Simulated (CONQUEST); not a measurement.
Crystal: C.

```
CELL_PARAMETERS angstrom
2.52207 0.00000 0.00000
0.00000 2.52207 0.00000
0.00000 0.00000 3.56674
ATOMIC_POSITIONS crystal
C 0.00458 0.49736 0.25042
C 0.50458 0.99736 0.75042
C 0.48754 0.49534 0.99394
C 0.98754 0.99534 0.49394
```

This isn't the form of C at room conditions, which is graphite.

The cell isn't the ideal one: atoms moved at random, drawn with an rms of 0.05 Å.

Base run:

```yaml
Program: CONQUEST 1.3
Functional: PBE
Potentials_or_basis: PseudoDojo NC PBE, DZP, multi-site functions of range 6.5 bohr, grid cutoff 120 Ha
k_mesh: 8 × 8 × 6
Occupations: fermi-dirac, width 0.05 eV
Spin: no spin polarisation
```

Its results: band gap on the k mesh 7.72 eV; pressure 8.1 GPa; largest force 1.817 eV/Å.

Q: After a change of settings the same cell gave: band gap on the k mesh 4.18 eV; pressure 8.4 GPa; largest force 1.755 eV/Å. Which change was it?
A. potentials or basis from PseudoDojo NC PBE, DZP, multi-site functions of range 6.5 bohr, grid cutoff 120 Ha to PseudoDojo NC PBE, DZP, multi-site functions of range 3 bohr, grid cutoff 120 Ha
B. potentials or basis from PseudoDojo NC PBE, DZP, multi-site functions of range 6.5 bohr, grid cutoff 120 Ha to PseudoDojo NC PBE, DZP, grid cutoff 120 Ha; k mesh from 8 × 8 × 6 to 10 × 10 × 8
C. potentials or basis from PseudoDojo NC PBE, DZP, multi-site functions of range 6.5 bohr, grid cutoff 120 Ha to PseudoDojo NC PBE, DZP, multi-site functions of range 8 bohr, grid cutoff 120 Ha
D. potentials or basis from PseudoDojo NC PBE, DZP, multi-site functions of range 6.5 bohr, grid cutoff 120 Ha to PseudoDojo NC PBE, SZP, grid cutoff 120 Ha

A: C.

Caveats: multi-site functions contract the basis, which raises the energy a little and makes forces and stress less exact; the basis of atomic orbitals isn't converged, which shifts pressures, moduli and gaps.
